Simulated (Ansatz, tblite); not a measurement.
# PbSe with GFN2-xTB from a Python script

These are simulated results from tblite 0.8.0, not measurements. The cell was built from a prototype and was relaxed with r2SCAN in plane waves (Ansatz 0.2.0). Not every such cell is a known phase. All runs are without spin polarisation.

The symmetry is P6_3/mmc (No. 194, hexagonal); a = 4.274 Å, c = 7.555 Å in the conventional setting, 29.87 Å³ an atom. Pb is surrounded by 6 Se at 3.11 Å; Se is surrounded by 6 Pb at 3.11 Å.

tblite solves periodic systems at the zone centre alone, so the script builds a cluster of 3×3×2 conventional cells (72 atoms), which folds in a coarse mesh of k points.

Input script:

```python
import json
from ase import Atoms
from ase.build import make_supercell
from ase.units import Bohr, GPa, Hartree
from tblite.interface import Calculator

atoms = Atoms(['Pb', 'Pb', 'Se', 'Se'],
              cell=[[4.273545, 0.0, 0.0], [-2.136773, 3.700999, -0.0], [0.0, -0.0, 7.555028]],
              scaled_positions=[[0.0, -0.0, -0.0], [0.0, -0.0, 0.5], [0.333333, 0.666667, 0.25], [0.666667, 0.333333, 0.75]],
              pbc=True)
cluster = make_supercell(atoms, [[3, 0, 0], [0, 3, 0], [0, 0, 2]])
calc = Calculator('GFN2-xTB', cluster.numbers, cluster.positions / Bohr, lattice=cluster.cell[:] / Bohr, periodic=cluster.pbc)
calc.set('temperature', 0.02 / Hartree)
calc.set('max-iter', 150)
res = calc.singlepoint()
levels = res.get('orbital-energies') * Hartree
nv = round(res.get('orbital-occupations').sum() / 2)
cells = len(cluster) // len(atoms)
out = {'energy_per_cell': res.get('energy') * Hartree / cells, 'homo': levels[nv - 1], 'lumo': levels[nv],
       'stress': (-res.get('virial') * Hartree / cluster.get_volume() / GPa).tolist(), 'charges': res.get('charges')[:len(atoms)].tolist(), 'electrons': 2 * nv / cells}
json.dump(out, open('results.json', 'w'))
for key, value in out.items():
    print(key, value)
```

Command: `python run.py`. It took 4 s on 1 thread of Arm Neoverse V1, on a shared host, peak memory 0.12 GiB.

The log:

```
------------------------------------------------------------
  cycle        total energy    energy error   density error
------------------------------------------------------------
      1     -201.0110995578  -2.0119207E+02   3.1601433E-01
      2     -201.9784709965  -9.6737144E-01   8.4391814E-02
      3     -202.0247093998  -4.6238403E-02   2.3229343E-02
      4     -202.0248817607  -1.7236084E-04   1.7744435E-03
      5     -202.0248934241  -1.1663387E-05   4.7030090E-04
      6     -202.0248944922  -1.0681543E-06   5.3478296E-05
      7     -202.0248945179  -2.5731936E-08   3.8183385E-05
      8     -202.0248945697  -5.1707616E-08   1.4255312E-05
------------------------------------------------------------

 total:                                   3.275 sec
energy_per_cell -305.4098551481633
homo -9.220939885967221
lumo -7.0346364275843944
stress [[-0.9411341193517041, -3.615262175066045e-05, -3.3645853805351904e-06], [-3.615262175048831e-05, -0.9411836291098309, -7.098376688934732e-06], [-3.364585380546438e-06, -7.098376688823908e-06, -2.339008478810225]]
charges [0.5741951907538139, 0.5742033349930629, -0.5742575683448073, -0.5742491181774502]
electrons 20.0
```

The cycle table is in hartree for the whole cluster, and the lines after it are in eV (the energy for one cell). The printed stress is in GPa and positive in compression, and the pressure is its mean diagonal.

GFN2-xTB gives a gap of 2.19 eV. On the same cell, plane-wave PBE (Ansatz, 12×12×4 k points and the special points) gives a level spacing of 0.03 eV, too small to call a gap and r2SCAN a gap of 0.11 eV; on shared hosts these took about 18 and 40 core-seconds on the 4-atom cell, against 4 for the script. Spin-orbit coupling, left out in all these runs, can cut or reorder the gap by tenths of an eV, up to about 1 eV with Pb or Bi. xTB was fitted to molecules, so gaps, charges and pressures of solids can be far off, and the gap also depends on the size of the cluster.

The same script was run on cells scaled at fixed shape and fractional coordinates:

```
volume (Å³/atom)  energy (meV/atom)  pressure (GPa, positive in compression)  gap (eV)
           26.29               24.5                                     4.17      2.12
           28.08               -3.3                                     0.86      2.17
           29.87                0.0                                    -1.41      2.19
           31.67               21.8                                    -1.89      2.18
           33.46               57.6                                    -4.35      2.00
```

A Birch-Murnaghan fit puts the minimum at 28.75 Å³/atom, 3.8 % below the given cell, with a bulk modulus of 36.5 GPa at fixed shape.

xTB was fitted mostly to molecules, and a small cluster samples few k points, so gaps, pressures and kinks along a curve can be far from a solid's.

Spin-orbit coupling is left out; in compounds of Pb, Bi, Tl or Hg it can lower a gap by up to about 1 eV, split its edges or invert the bands.
